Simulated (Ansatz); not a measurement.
**Ga2O3 under changes of volume**

One of the cells (10.442 Å³/atom); the others are scaled copies at fixed shape and fractional positions:

```
Ga O
1.0
     6.10700   -1.51855    0.00000
     6.10700    1.51855    0.00000
    -1.38599    0.00000    5.63001
Ga O
4 6
Cartesian
  3.2184 0.0000 3.8621
  7.6096 0.0000 1.7679
  10.8240 0.0000 1.1564
  0.0041 0.0000 4.4736
  5.1267 0.0000 4.1853
  5.7013 0.0000 1.4447
  9.4919 0.0000 2.4592
  1.3361 0.0000 3.1708
  8.9710 0.0000 5.0118
  1.8570 0.0000 0.6182
```

```yaml
Program: Ansatz 0.2.0
Functional: revPBE
Potentials_or_basis: Ansatz PAW
Cutoff: "420 eV (not typed: the program's choice for these potentials)"
k_mesh: 9 × 9 × 5
Occupations: fermi-dirac, width 0.05 eV
Spin: no spin polarisation
```

| volume (Å³/atom) | energy over the lowest point (meV/atom) | pressure (GPa) | gap on the mesh (eV) | largest force (eV/Å) |
| --- | --- | --- | --- | --- |
| 9.816 | ? | ? | ? | ? |
| 10.025 | 74.69 | 23.4 | 2.89 | 0.518 |
| 10.233 | 47.78 | 18.0 | 2.70 | 0.393 |
| 10.442 | 27.44 | 13.2 | 2.51 | 0.280 |
| 10.651 | 13.10 | 8.9 | 2.33 | 0.182 |
| 10.860 | 4.12 | 5.0 | 2.16 | 0.108 |
| 11.069 | 0.00 | 1.4 | 1.99 | 0.097 |

Problem. What does the run at 9.816 Å³/atom give?

Solution. Energy over the lowest point 108.96 meV/atom; pressure 29.3 GPa; gap on the mesh 3.09 eV; largest force 0.656 eV/Å.

Worked out: A Birch-Murnaghan fit of order 3 (a polynomial in V^(-2/3)) to the other rows has its minimum at 11.16 Å³/atom, just outside them, with B0 = V·E''(V) = 169 GPa and B' = 4.8 at fixed shape and positions, which overstates the stiffness. It gives 109.18 meV/atom at 9.816 Å³/atom, against the run's 108.96, and -dE/dV = 29.5 GPa, against 29.3. A straight line through the other rows of the gap, of slope -9.09 eV per unit of ln V, extrapolates to 3.08 eV, against the run's 3.09.

Energies are extrapolated to zero smearing.

Caveats: odd divisions of the mesh miss points on the zone boundary, where band edges often lie, so the gap on the mesh can be too wide; the PAW data sets come from PBE, with cores solved anew for the run's functional, which leaves a small shift of forces and pressure.

A mesh can miss the band edges. Spin-orbit coupling on Ga is left out.
